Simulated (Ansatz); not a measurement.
# V_H in MgH2 (P4_2/mnm): do finer grids matter?

Aim: the (0/−1) level of V_H in MgH2 (P4_2/mnm) as a function of the real-space grids and precision, with the cost of each choice. The model is a cell of 72 host atoms with 1 H taken out; the atoms are relaxed once and then held.

Main program and level: Ansatz 0.2.0; plane-wave PAW DFT; relaxations with PBE, then single points with PBE, on supercells at fixed charge in a uniform background.

Most raw output is cut from this account.

## Step 1: Starting point

The cell holds 71 atoms: 24 Mg and 47 H. Its edges and angles: a = 9.032 Å, b = 9.032 Å, c = 9.039 Å, α = 90.0°, β = 90.0°, γ = 90.0°. It derives from MgH2 (space group P4_2/mnm). Nearest the centre at fractional (0.402, 0.598, 0.500): Mg25 at 1.94 Å, Mg67 at 1.96 Å, Mg61 at 1.96 Å, H47 at 2.50 Å, H34 at 2.76 Å, H32 at 2.76 Å, H28 at 2.76 Å, H27 at 2.76 Å. The cell carries charge −1.

Coordinates:

```xyz
71
Lattice="9.0325 0.0000 0.0000 0.0000 9.0325 0.0000 0.0000 0.0000 9.0391" Properties=species:S:1:pos:R:3 pbc="T T T"
Mg    2.2581    2.2581    1.5065
Mg    0.0000    0.0000    0.0000
H     3.1418    3.1418    0.0000
H     3.6326    0.8836    1.5065
H     1.3745    1.3745    0.0000
H     0.8836    3.6326    1.5065
Mg    2.2581    2.2581    4.5196
Mg    0.0000    0.0000    3.0130
H     3.1418    3.1418    3.0130
H     3.6326    0.8836    4.5196
H     1.3745    1.3745    3.0130
H     0.8836    3.6326    4.5196
Mg    2.2581    2.2581    7.5326
Mg    0.0000    0.0000    6.0261
H     3.1418    3.1418    6.0261
H     3.6326    0.8836    7.5326
H     1.3745    1.3745    6.0261
H     0.8836    3.6326    7.5326
Mg    2.2581    6.7744    1.5065
Mg    0.0000    4.5162    0.0000
H     3.1418    7.6580    0.0000
H     3.6326    5.3999    1.5065
H     1.3745    5.8907    0.0000
H     0.8836    8.1489    1.5065
Mg    2.2581    6.7744    4.5196
Mg    0.0000    4.5162    3.0130
H     3.1418    7.6580    3.0130
H     1.3745    5.8907    3.0130
H     0.8836    8.1489    4.5196
Mg    2.2581    6.7744    7.5326
Mg    0.0000    4.5162    6.0261
H     3.1418    7.6580    6.0261
H     3.6326    5.3999    7.5326
H     1.3745    5.8907    6.0261
H     0.8836    8.1489    7.5326
Mg    6.7744    2.2581    1.5065
Mg    4.5162    0.0000    0.0000
H     7.6580    3.1418    0.0000
H     8.1489    0.8836    1.5065
H     5.8907    1.3745    0.0000
H     5.3999    3.6326    1.5065
Mg    6.7744    2.2581    4.5196
Mg    4.5162    0.0000    3.0130
H     7.6580    3.1418    3.0130
H     8.1489    0.8836    4.5196
H     5.8907    1.3745    3.0130
H     5.3999    3.6326    4.5196
Mg    6.7744    2.2581    7.5326
Mg    4.5162    0.0000    6.0261
H     7.6580    3.1418    6.0261
H     8.1489    0.8836    7.5326
H     5.8907    1.3745    6.0261
H     5.3999    3.6326    7.5326
Mg    6.7744    6.7744    1.5065
Mg    4.5162    4.5162    0.0000
H     7.6580    7.6580    0.0000
H     8.1489    5.3999    1.5065
H     5.8907    5.8907    0.0000
H     5.3999    8.1489    1.5065
Mg    6.7744    6.7744    4.5196
Mg    4.5162    4.5162    3.0130
H     7.6580    7.6580    3.0130
H     8.1489    5.3999    4.5196
H     5.8907    5.8907    3.0130
H     5.3999    8.1489    4.5196
Mg    6.7744    6.7744    7.5326
Mg    4.5162    4.5162    6.0261
H     7.6580    7.6580    6.0261
H     8.1489    5.3999    7.5326
H     5.8907    5.8907    6.0261
H     5.3999    8.1489    7.5326
```

The host's dielectric constants go in as inputs: (4.16, 4.16, 4.21) for the electrons alone, (11.89, 11.89, 8.50) with the ions, from a response run on this crystal (DFPT, PBEsol) at that run's own cell.

The cell's shortest repeat is 9.0 Å.

## Step 2: Relaxing both charge states, PBE

The study needs fixed structures, so each charge is relaxed once, at the zone centre alone, from small random displacements that break the symmetry of the site.

The input, qm1.relax/input.yaml:

```yaml
crystal:
  lattice:
    - [4.51624632, 0.0, 0.0]
    - [0.0, 4.51624632, 0.0]
    - [0.0, 0.0, 3.01304723]
  atoms:
    - { symbol: Mg, position: [0.5, 0.5, 0.5] }
    - { symbol: Mg, position: [0.0, 0.0, 0.0] }
    - { symbol: H, position: [0.695657, 0.695657, 0.0] }
    - { symbol: H, position: [0.804343, 0.195657, 0.5] }
    - { symbol: H, position: [0.304343, 0.304343, 0.0] }
    - { symbol: H, position: [0.195657, 0.804343, 0.5] }
  supercell: [2, 2, 3]
  defects: [{ vacancy: 27 }]
total_charge: -1
basis:
  ecutwfc: 420
  xc_grid: 2
hamiltonian:
  xc: pbe
kpoints:
  mp_grid: { grid: [1, 1, 1] }
scf:
  occupations: { method: fixed }
  max_iter: 60
output:
  forces: true
  charged_corrections:
    epsilon: [4.16, 4.16, 4.21]
    static_epsilon: [11.89, 11.89, 8.5]
    defect_position: [0.402172, 0.597828, 0.5]
relax:
  f_tol: 0.02
  max_steps: 60
  random_displacement: { amplitude: 0.05, seed: 2156 }
checkpoint:
  write: "../qm1.relax.run"
  compress: false
  write_wavefunctions: true
  write_every: 100000
```

Command:

```console
ansatz run input.yaml --threads 8 --pin off --max-ram 17899MiB --backend cpu --events-out ev --progress --plain --runs-dir out
```

Run time: 4.5 s. Hardware: 8 threads of Intel Xeon 6975P-C (Granite Rapids), shared host; peak memory 0.88 GiB.

Step by step:

```csv
step,energy less that of the first step (eV),largest force component (eV/Å)
1,0.0000,0.8615
2,-0.7076,0.2834
3,-0.7834,0.0407
4,-0.7869,0.0120
```

The atoms that moved most (Å, from the sites as typed, ahead of the random displacement, the mean shift of all atoms taken out):

```csv
atom,dx,dy,dz,length
Mg25,0.207,-0.207,0.000,0.293
Mg61,-0.087,0.087,0.077,0.145
Mg67,-0.087,0.086,-0.076,0.144
H29,0.049,-0.051,0.000,0.071
H28,-0.042,0.032,-0.039,0.066
H32,-0.032,0.042,0.039,0.065
H34,-0.042,0.032,0.038,0.065
H27,-0.031,0.041,-0.039,0.065
```

Neighbours of the ideal centre at the end:

```csv
atom,distance (Å)
Mg25,1.645
Mg67,1.824
Mg61,1.825
H47,2.562
H34,2.813
H28,2.815
H32,2.816
H27,2.817
H15,2.818
H9,2.821
H70,2.821
H64,2.823
```

```csv
charge,moment set (μB),steps,largest displacement (Å),time
−1,0,4,0.29,4.5 s
0,1,5,0.02,7.8 s
```

The relaxation ends 11 meV an atom lower than the displaced start, with a largest force component of 0.012 eV/Å.

## Step 3: First setting: xc grid 1, density cutoff 4×

Exchange and correlation are summed on a grid, and the density has a cutoff of its own. Both cost time, so it pays to know whether the level notices them.

The input, qm1.x1r4auto/input.yaml:

```yaml
crystal:
  checkpoint: "../qm1.relax.run"
  host: checkpoint
total_charge: -1
basis:
  ecutwfc: 420
  xc_grid: 1
  ecutrho_ratio: 4
  precision: auto
hamiltonian:
  xc: pbe
kpoints:
  mp_grid: { grid: [1, 1, 1] }
scf:
  occupations: { method: fixed }
  max_iter: 60
output:
  forces: true
  charged_corrections:
    epsilon: [4.16, 4.16, 4.21]
    static_epsilon: [11.89, 11.89, 8.5]
    defect_position: [0.402172, 0.597828, 0.5]
  eigenvalues: true
checkpoint:
  write: "../qm1.x1r4auto.run"
  compress: false
  write_wavefunctions: false
  write_every: 100000
```

Elapsed: 1.5 s, on 8 threads; peak memory 0.77 GiB.

Both charges and the host at this setting go to place-levels, which corrects for the image charge and aligns the potentials.

The input, levels.x1r4auto.yaml:

```yaml
host:
  run: host.x1r4auto.run
states: [qm1.x1r4auto.run, q0_M1.x1r4auto.run]
geometry_from:
  qm1.x1r4auto.run: qm1.relax.run
  q0_M1.x1r4auto.run: q0_M1.relax.run
  host.x1r4auto.run: host.relax.run
```

Command:

```console
ansatz place-levels levels.x1r4auto.yaml -- --threads 8 --pin off --max-ram 17899MiB
```

It took 0.11 s on 8 threads.

At this setting the gap is 3.704 eV and (0/−1) lies 3.122 eV above the valence top.

## Step 4: The other settings

In the defect's inputs only the studied keys change. One input of each further setting:

qm1.x2r4auto/input.yaml, as its differences from qm1.x1r4auto/input.yaml of step 3:

```diff
@@ -6,3 +6,3 @@
   ecutwfc: 420
-  xc_grid: 1
+  xc_grid: 2
   ecutrho_ratio: 4
@@ -24,3 +24,3 @@
 checkpoint:
-  write: "../qm1.x1r4auto.run"
+  write: "../qm1.x2r4auto.run"
   compress: false
```

qm1.x3r4auto/input.yaml, as its differences from qm1.x2r4auto/input.yaml of step 4:

```diff
@@ -6,3 +6,3 @@
   ecutwfc: 420
-  xc_grid: 2
+  xc_grid: 3
   ecutrho_ratio: 4
@@ -24,3 +24,3 @@
 checkpoint:
-  write: "../qm1.x2r4auto.run"
+  write: "../qm1.x3r4auto.run"
   compress: false
```

qm1.x2r6auto/input.yaml, as its differences from qm1.x3r4auto/input.yaml of step 4:

```diff
@@ -6,4 +6,4 @@
   ecutwfc: 420
-  xc_grid: 3
-  ecutrho_ratio: 4
+  xc_grid: 2
+  ecutrho_ratio: 6
   precision: auto
@@ -24,3 +24,3 @@
 checkpoint:
-  write: "../qm1.x3r4auto.run"
+  write: "../qm1.x2r6auto.run"
   compress: false
```

Xc grid 2, density cutoff 6×: no level is given: the program refused to place it, or it failed a test of edges or alignment.

qm1.x2r9auto/input.yaml, as its differences from qm1.x2r6auto/input.yaml of step 4:

```diff
@@ -7,3 +7,3 @@
   xc_grid: 2
-  ecutrho_ratio: 6
+  ecutrho_ratio: 9
   precision: auto
@@ -24,3 +24,3 @@
 checkpoint:
-  write: "../qm1.x2r6auto.run"
+  write: "../qm1.x2r9auto.run"
   compress: false
```

qm1.x2r4f64/input.yaml, as its differences from qm1.x2r9auto/input.yaml of step 4:

```diff
@@ -7,4 +7,4 @@
   xc_grid: 2
-  ecutrho_ratio: 9
-  precision: auto
+  ecutrho_ratio: 4
+  precision: f64
 hamiltonian:
@@ -24,3 +24,3 @@
 checkpoint:
-  write: "../qm1.x2r9auto.run"
+  write: "../qm1.x2r4f64.run"
   compress: false
```

qm1.x1r3auto/input.yaml, as its differences from qm1.x2r4f64/input.yaml of step 4:

```diff
@@ -6,5 +6,5 @@
   ecutwfc: 420
-  xc_grid: 2
-  ecutrho_ratio: 4
-  precision: f64
+  xc_grid: 1
+  ecutrho_ratio: 3
+  precision: auto
 hamiltonian:
@@ -24,3 +24,3 @@
 checkpoint:
-  write: "../qm1.x2r4f64.run"
+  write: "../qm1.x1r3auto.run"
   compress: false
```

## Step 5: Result against cost

Times of the states on 8 threads of Intel Xeon 6975P-C (Granite Rapids), shared host; the host is run again at each setting:

```csv
real-space grids and precision,gap (eV),(0/−1) above the valence top (eV),under the conduction bottom (eV),"level less that at xc grid 2, density cutoff 9× (meV)","time, both charge states","time, host and placing",peak memory of a state (GiB)
"xc grid 1, density cutoff 4×",3.704,3.122,0.582,0,4.9 s,6.8 s,1.2
"xc grid 2, density cutoff 4×",3.704,3.122,0.582,0,4.8 s,6.8 s,1.2
"xc grid 3, density cutoff 4×",3.704,3.122,0.582,0,5.6 s,6 s,1.4
"xc grid 2, density cutoff 9×",3.704,3.123,0.582,0,6.2 s,1.4 s,1.8
"xc grid 2, density cutoff 4×, double precision",3.704,3.122,0.582,0,6 s,7.3 s,1.1
"xc grid 1, density cutoff 3×",3.704,3.122,0.582,0,5.1 s,1.4 s,1.1
```

## Step 6: Outcome

```json
{
 "(0/minus 1) level, xc grid 1, density cutoff 4×": "3.12 eV",
 "(0/minus 1) level, xc grid 2, density cutoff 4×": "3.12 eV",
 "(0/minus 1) level, xc grid 3, density cutoff 4×": "3.12 eV",
 "(0/minus 1) level, xc grid 2, density cutoff 9×": "3.12 eV",
 "(0/minus 1) level, xc grid 2, density cutoff 4×, double precision": "3.12 eV",
 "(0/minus 1) level, xc grid 1, density cutoff 3×": "3.12 eV"
}
```

What this shows: Over the settings in the table the level spans 0.000 eV; 5 of the 5 other distinct settings kept lie within 0.02 eV of the reference (xc grid 2, density cutoff 9×, 3.12 eV); times on a shared host scatter too much to rank them. Only the charges −1 and 0 were run, each from one start, so (0/−1) need not be a change between stable states. The host ran in cells of different size at different settings, so its times don't compare. Keep in mind: sampling at the zone centre alone can move energies of charged and open-shell states by tenths of an eV or more in cells of this size; PBE makes the gap too small and tends to spread out bound carriers.

[Logs are printed without paths, hosts, clocks, repeated set-up lines and the standing remarks that a program may print on its own settings, such as how far it seeks lower states.]

[Hosts, paths, dates, database ids (printed as entryN), source tags and the programs' standing remarks are cut or masked in the printed files.]

[Where a table of states has a column of steps, it counts the stored structures, which are thinned; the runs took as many ionic steps or more.]

[For some hosts the program warned that the k-mesh of the response run may be too coarse for force constants and the static dielectric constant; such warnings are not shown here.]
